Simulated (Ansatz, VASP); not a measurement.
## One calculation of SiO2, two programs

```xyz
6
Lattice="-2.4644 2.4644 3.6444 2.4644 -2.4644 3.6444 2.4644 2.4644 -3.6444" Properties=species:S:1:pos:R:3 pbc="T T T"
Si    0.0000    0.0000    0.0000
Si    0.0000    2.4644    1.8222
O     0.4857    1.2322    0.9111
O     1.2322    2.9502    2.7333
O    -1.2322    1.9787    2.7333
O    -0.4857    3.6967    0.9111
```

Alike in both runs: functional LDA; k mesh 6 × 6 × 6; occupations gaussian, width 0.02 eV; no spin polarisation.

Ansatz relaxed the structure, and its values are those at the end. VASP's run is a single point on that final structure, the one shown.

|  | VASP | Ansatz |
| --- | --- | --- |
| version | VASP 6.6.1 | Ansatz 0.2.0 |
| potentials or method | VASP PAW LDA potentials, release 64 (Si, O) | scalar-relativistic, plane waves, PAW |
| plane-wave cutoff (eV) | 520 | 420 |
| valence electrons in the cell | 32 | 32 |

|  | VASP | Ansatz | Ansatz less VASP |
| --- | --- | --- | --- |
| gap on the k mesh at the Fermi level (eV) | 5.76 | 5.76 | +0.001 |
| least direct gap on the mesh (eV) | 5.76 | 5.76 | +0.001 |
| pressure (GPa) | 0.6 | 0.0 | -0.56 |
| rms of the force components (eV/Å) | 0.014 | 0.001 | -0.0129 |

A k mesh can miss the band edges. A hybrid or GW would open this gap; LDA tends to underestimate it.
